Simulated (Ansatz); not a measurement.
Crystal: Rh.

```
Rh
1.0
     2.73098    0.00000    0.00000
    -1.36549    2.36510    0.00000
     0.00000    0.00000    4.42849
Rh
2
Cartesian
  0.0000 1.5767 1.1071
  1.3655 0.7884 3.3214
```

This isn't the form of Rh at room conditions, which is fcc.

A run of Ansatz 0.2.0 on this cell left the log below. Logs are shortened: lines on timing, memory, paths and dates and some standing lists are left out, and cuts for length are marked.

```text
Warning: RAYON_NUM_THREADS=1 ignored (pool sized by the plan → 1); use --threads N
LAPW: plane waves up to 8.422 Å⁻¹, error target 1.0e-3 eV per atom; small_component_spin mean_spin; Rh in spheres of 1.359 Å, 27 of its electrons in bands, Dirac shells [] (how accurate: hamiltonian.pseudopotentials.lapw.basis_error, Limitations)
Engine: ansatz 0.2.0, x86_64-unknown-linux-gnu
Pseudopotentials: kind: all_electron
Pseudopotential: Rh, LAPW, valence charge 27, lapw/all_electron/scalar/gaussian/Rh, Koelling and Harmon's equation, gaussian nucleus
Functional definition: PBEsol
  exchange = pbesol_x
  correlation = pbesol_c
Crystal: 2 atoms, lattice volume = 28.604 Å³
Basis set: ecut = 270.24602315877934 eV, 287 PW (Γ), exchange–correlation at level 2
Bands: 33, of which v1, the nominal top of the filled ones, is band 27 counted from 1 (26 counted from 0)
Symmetry: 24 space group operations
Space group: P63/mmc (ITA 194), of the structure as read, at distance tolerance 3.1e-5 Å
k-points: 64 of 726
Non-local potential: Rh, projectors of the file, none
Initial density: superposition of atomic densities (chi_scale 0.1, normalization cell)
Initial wavefunctions: plane waves of lowest kinetic energy (no species holds an atomic orbital)
Functional: x = pbesol(κ = 0.804, μ = 0.12345679012345678), c = pbesol(β = 0.046)
iter 1 solved again at ethr=3.86e-4 eV; its pass at ethr=1.00e-1 eV (dr2=2.08e-1 eV) is discarded
SCF iter   1: F=—  HF=-260247.268660 eV  |F-HF|=—  |Δ(HF+E_count)|=         —  Δρ=3.85e-2  dr2=2.10e-1  ethr=3.86e-4  ⟨swp⟩=2.9  Hψ=13696  notcnv=0
preconditioner: auto → Kerker (q_TF=auto, 3.033 Å⁻¹)  [metal: Δε(μ)=0.002 eV  Ē_g=10.072 eV  σ=0.050 eV  W_gap=0.01  n_scr=22 (ndim 8)  ℏωp=29.5 eV  f_vac=0.000  D(μ)=3.84/eV (n_scr^D=54)]
iter 2 solved again at ethr=1.26e-5 eV; its pass at ethr=3.86e-4 eV (dr2=6.81e-3 eV) is discarded
SCF iter   2: F=—  HF=-260246.310725 eV  |F-HF|=—  |Δ(HF+E_count)|=   9.58e-1  Δρ=5.40e-3  dr2=6.81e-3  ethr=1.26e-5  ⟨swp⟩=2.0  Hψ=10968  notcnv=0
SCF iter   3: F=—  HF=-260246.206223 eV  |F-HF|=—  |Δ(HF+E_count)|=   1.05e-1  Δρ=8.48e-3  dr2=1.42e-2  ethr=1.26e-5  ⟨swp⟩=2.9  Hψ=6503  notcnv=0
SCF iter   4: F=—  HF=-260246.200017 eV  |F-HF|=—  |Δ(HF+E_count)|=   6.21e-3  Δρ=3.27e-3  dr2=2.83e-3  ethr=1.26e-5  ⟨swp⟩=2.0  Hψ=6146  notcnv=0
SCF iter   5: F=—  HF=-260246.200261 eV  |F-HF|=—  |Δ(HF+E_count)|=   2.44e-4  Δρ=9.17e-4  dr2=2.51e-4  ethr=5.24e-6  ⟨swp⟩=2.0  Hψ=6030  notcnv=0
SCF iter   6: F=—  HF=-260246.200271 eV  |F-HF|=—  |Δ(HF+E_count)|=   9.76e-6  Δρ=1.57e-4  dr2=5.54e-6  ethr=4.64e-7  ⟨swp⟩=2.0  Hψ=6158  notcnv=0
SCF iter   7: F=—  HF=-260246.200269 eV  |F-HF|=—  |Δ(HF+E_count)|=   1.33e-6  Δρ=2.92e-5  dr2=2.47e-7  ethr=1.03e-8  ⟨swp⟩=2.0  Hψ=6158  notcnv=0
SCF iter   8: F=-260246.200269 eV  HF=-260246.200269 eV  |F-HF|=5.08e-8  |Δ(HF+E_count)|=   1.02e-7  Δρ=9.54e-6  dr2=2.86e-8  ethr=4.57e-10  ⟨swp⟩=2.0  Hψ=6158  notcnv=0
SCF 1 converged in 8 iterations: F = -260246.200269 eV  dr2 = 2.86e-8
NSCF: frozen V_eff on 43 k-points
SCF converged after 8 iterations
Free energy (F): -260246.200269 eV
Harris-Foulkes:  -260246.200269 eV  (|F-HF|=5.08e-8)
Internal energy: -260246.170183 eV  (E = F + TS)
E sigma→0 (E₀):  -260246.185226 eV
Entropy (-TS):   -0.030086 eV (-15.043 meV/atom)
Fermi energy:    23.316395 eV
--- Per-component energies (eV) ---
  E_band       = -5608.258234
  E_kinetic    = 271076.916985
  E_xc         = -7429.526077
  E_electrostatic = -523893.561091  (all electrons and nuclei)
  E_smearing   = -0.030086  (= −TS)
  E_closure    = -0.000000  (closes the sum)
  E_atoms      = -260230.056130  (free atoms, spherical and without spin; not in F)
  Σ components = -260246.200269   (vs F -260246.200269, Δ=0.00e0)
  Basis errors (estimates in eV, not in F): energy 2.0e-4 per atom: plane waves 1.9e-4 (9.6e-5 summed), levels above the bands 2.2e-94, relativity 2.6e-8, radial functions 1.1e-5, core shells 2.3e-7; eigenvalues (radial functions only) 4.0e-6; not estimated: angular momenta, meshes, grids; target (lapw.basis_error) 1.0e-3; muffin-tin radii Rh 1.359 Å
--- Forces (eV/Å), atoms counted from 1 ---
  atom   1  Rh    -0.00000000    -0.00000000     0.00000000
  atom   2  Rh     0.00000000     0.00000000    -0.00000000
  max |Σ_I F_I| component: 2.31e-18 eV/Å
--- Stress (GPa, compression-positive) ---
      -13.205797      -0.000000      -0.000000
        0.000000     -13.205797      -0.000000
       -0.000000      -0.000000     -14.608698
  P = ⅓ Tr σ = -13.6734 GPa (-136.734 kbar)
--- Band table (eV; the first three rows and the last of 64) ---
  k-point 0: bands = ["-273.6262", "-273.6262", "-273.6180", "-273.6180", "-273.6180", "-273.6180", "-273.6136", "-273.6136", "-273.6136", "-273.6136", "-55.4461", "-55.3475", "-23.6402", "-23.0667", "-23.0667", "-22.9839", "-22.9731", "-22.9731", "15.4700", "17.3926", "20.3663", "20.4543", "20.4543", "20.9444", "20.9444", "21.5363", "21.5363", "23.4591", "23.4591", "23.9829", "31.4791", "38.9866", "41.0610"]
  k-point 1: bands = ["-273.6262", "-273.6262", "-273.6180", "-273.6180", "-273.6180", "-273.6180", "-273.6136", "-273.6136", "-273.6136", "-273.6136", "-55.4395", "-55.3541", "-23.5974", "-23.0604", "-23.0604", "-23.0291", "-22.9794", "-22.9794", "15.7399", "17.4552", "20.2655", "20.3585", "20.3585", "20.8279", "20.8279", "21.8066", "21.8066", "23.0308", "23.4379", "23.4379", "32.7808", "38.5598", "41.0448"]
  k-point 2: bands = ["-273.6262", "-273.6262", "-273.6180", "-273.6180", "-273.6180", "-273.6180", "-273.6136", "-273.6136", "-273.6136", "-273.6136", "-55.4216", "-55.3723", "-23.4798", "-23.1517", "-23.0434", "-23.0434", "-22.9966", "-22.9966", "16.4647", "17.5412", "20.0765", "20.2773", "20.2773", "20.5756", "20.5756", "21.3467", "22.3610", "22.3610", "23.2884", "23.2884", "35.5000", "38.1833", "40.0331"]
  k-point 63: bands = ["-273.6262", "-273.6262", "-273.6180", "-273.6180", "-273.6180", "-273.6180", "-273.6136", "-273.6136", "-273.6136", "-273.6136", "-55.3282", "-55.3282", "-23.5074", "-23.5074", "-23.3358", "-23.3358", "-23.1017", "-23.1017", "18.5605", "18.5605", "19.3328", "19.3328", "20.3285", "20.3285", "21.6542", "21.6542", "23.5589", "23.5589", "29.8863", "29.8863", "32.6167", "32.6167", "33.9775"]
```

Q: Write the input and the command behind it.

A: Band structure with PBEsol, no spin polarisation. The files as run (others can give the same):

input.yaml
```yaml
crystal:
  lattice:
    - [2.7309790422, 0.0, 0.0]
    - [-1.3654895211, 2.3650972278, 0.0]
    - [0.0, 0.0, 4.428489]
  atoms:
    - { symbol: Rh, position: [0.3333333333, 0.6666666667, 0.25] }
    - { symbol: Rh, position: [0.6666666667, 0.3333333333, 0.75] }
kpoints:
  mp_grid: { grid: [11, 11, 6] }
  band_path:
    path:
      - [0.0, 0.0, 0.0]
      - [0.5, 0.0, 0.0]
      - [0.3333333333, 0.3333333333, 0.0]
      - [0.0, 0.0, 0.0]
      - [0.0, 0.0, 0.5]
      - [0.5, 0.0, 0.5]
      - [0.3333333333, 0.3333333333, 0.5]
      - [0.0, 0.0, 0.5]
    npoints: 6
scf:
  occupations: { method: fermi_dirac, width: 0.05 }
hamiltonian:
  xc: pbesol
  pseudopotentials: { kind: all_electron, lapw: { basis_error: 0.001 } }
output:
  forces: true
  stress: true
  eigenvalues: true
```

Potentials or basis: all-electron LAPW, scalar-relativistic.
Run with:
```bash
$ ansatz run input.yaml --threads 1 --pin off --max-ram 3072MiB --backend cpu --events-out ev --progress --plain --runs-dir out
```
